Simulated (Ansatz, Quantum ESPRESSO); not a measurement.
Given: the input of a run of Ansatz 0.2.0 on Ir. Atoms were shifted at random by some hundredths of an Å from the given cell, which wasn't relaxed again for these runs. This isn't the form of Ir at room conditions, which is fcc.

File input.yaml:

```yaml
crystal:
  lattice:
    - [2.7513778946, 0.0, 0.0]
    - [-1.3756889473, 2.3827631521, 0.0]
    - [0.0, 0.0, 4.46229]
  atoms:
    - { symbol: Ir, position: [0.344451, 0.661321, 0.257131] }
    - { symbol: Ir, position: [0.649033, 0.34504, 0.746499] }
hamiltonian:
  xc: pbesol
  pseudopotentials: { kind: paw }
kpoints:
  mp_grid: { grid: [11, 11, 6] }
scf:
  occupations: { method: fermi_dirac, width: 0.05 }
output:
  forces: true
  stress: true
  eigenvalues: true
  write_density: true
  write_potential: true
  elf: true
  volumetric_format: npy
```

Potentials or basis: Ansatz PAW.

The run is started by

```bash
$ ansatz run input.yaml --threads 1 --pin off --max-ram 3584MiB --backend cpu --events-out ev --progress --plain --runs-dir out
```

Problem. Set up the same calculation for Quantum ESPRESSO 7.5. Potentials or basis there: GBRV 1.5 PBEsol, cutoff 612 eV.

Solution. As run (cutoffs and basis follow the program's own potentials, and thresholds, step limits or extra output files can differ):

The input pw.in:

```
&CONTROL
  calculation = 'scf'
  prefix = 'pwscf'
  outdir = './tmp'
  pseudo_dir = './pseudo'
  tprnfor = .true.
  tstress = .true.
  disk_io = 'nowf'
/
&SYSTEM
  ibrav = 0
  nat = 2
  ntyp = 1
  ecutwfc = 45
  ecutrho = 360
  nbnd = 22
  occupations = 'smearing'
  smearing = 'fd'
  degauss = 0.00367493
/
&ELECTRONS
  conv_thr = 4d-10
  electron_maxstep = 120
  mixing_beta = 0.5
/
ATOMIC_SPECIES
Ir   192.2170 ir_pbesol_v1.2.uspp.F.UPF
CELL_PARAMETERS angstrom
   2.7513778946    0.0000000000    0.0000000000
  -1.3756889473    2.3827631521    0.0000000000
   0.0000000000    0.0000000000    4.4622900000
ATOMIC_POSITIONS crystal
Ir     0.3444510000    0.6613210000    0.2571310000
Ir     0.6490330000    0.3450400000    0.7464990000
K_POINTS automatic
11 11 6 0 0 0
```

Potentials or basis: GBRV 1.5 PBEsol.

Command:

```console
$ OMP_NUM_THREADS=1 mpirun -n 2 pw.x -nk 2 -in pw.in > pw.out
```

Both were run:

|  | Ansatz | Quantum ESPRESSO |
| --- | --- | --- |
| Pressure | -11.4 GPa | -11.4 GPa |
| Largest force | 0.746 eV/Å | 0.747 eV/Å |
| Energy over the undisturbed cell | 19.9 meV/atom | 19.9 meV/atom |

Ansatz's pressure holds a Pulay term of +0.06 GPa for its cutoff of 420 eV, which the other run lacks.

The potentials hold 34 and 30 valence electrons a cell.

Ansatz's potentials were made for PBE.

Where Ansatz's input types no cutoff or centring, it takes its own default and a Γ-centred mesh.

The cell lies far from this level's equilibrium.

Pressure is positive in compression.
